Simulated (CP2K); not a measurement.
Band structure of LiI (Fm-3m, 2 atoms in the cell).

```yaml
crystal:
  lattice:
    - [4.14008, 0.00000, 0.00000]
    - [2.07004, 3.58541, 0.00000]
    - [2.07004, 1.19514, 3.38036]
  atoms:
    - { symbol: Li, position: [0.00000, 0.00000, 0.00000] }
    - { symbol: I, position: [0.50000, 0.50000, 0.50000] }
```

Method: PBE, GPW, DZVP-MOLOPT-SR-GTH basis, GTH-PBE potentials (GTH_POTENTIALS) (CP2K).

Settings: CUTOFF = 400 Ry; REL_CUTOFF = 60 Ry; KPOINTS/SCHEME = MONKHORST-PACK 8 8 8; GAMMA_CENTERED = T; XC_FUNCTIONAL = PBE; Li/BASIS_SET = DZVP-MOLOPT-SR-GTH-q3; Li/POTENTIAL = GTH-PBE-q3; I/BASIS_SET = DZVP-MOLOPT-SR-GTH-q7; I/POTENTIAL = GTH-PBE-q7; METHOD = GPW; EPS_DEFAULT = 1e-10; EXTRAPOLATION = USE_GUESS; NGRIDS = 4; SCF_GUESS = ATOMIC.

The starting cell comes from a database of computed structures (which also holds hypothetical and non-ambient phases and stackings), without a prior relaxation at this level. Its lattice was rescaled by a random factor within 2.5 % of one. Spin-orbit coupling is off. Values carry the incompleteness of an atom-centred basis.

Question: Predict the gap along the standard path and the places of the band edges.

Answer: The gap along the path is 4.38 eV, from a point between K and Γ to X; the smallest direct gap on it is 4.56 eV.

Levels in eV from the top of the valence band on the SCF mesh, bands 2 to 6:
```json
[
 {"point": "Γ", "2": "-11.90", "3": "-0.01", "4": "-0.01", "5": "-0.01", "6": "4.55"},
 {"point": "X", "2": "-10.98", "3": "-3.30", "4": "-1.38", "5": "-1.38", "6": "4.39"},
 {"point": "W", "2": "-10.97", "3": "-2.52", "4": "-2.52", "5": "-1.46", "6": "6.37"},
 {"point": "K", "2": "-11.00", "3": "-2.89", "4": "-2.23", "5": "-1.06", "6": "5.08"},
 {"point": "L", "2": "-11.25", "3": "-3.36", "4": "-0.31", "5": "-0.31", "6": "5.09"},
 {"point": "U", "2": "-11.00", "3": "-2.89", "4": "-2.23", "5": "-1.06", "6": "5.08"}
]
```

Higher empty bands are left out: an atom-centred basis made for the valence describes them poorly.
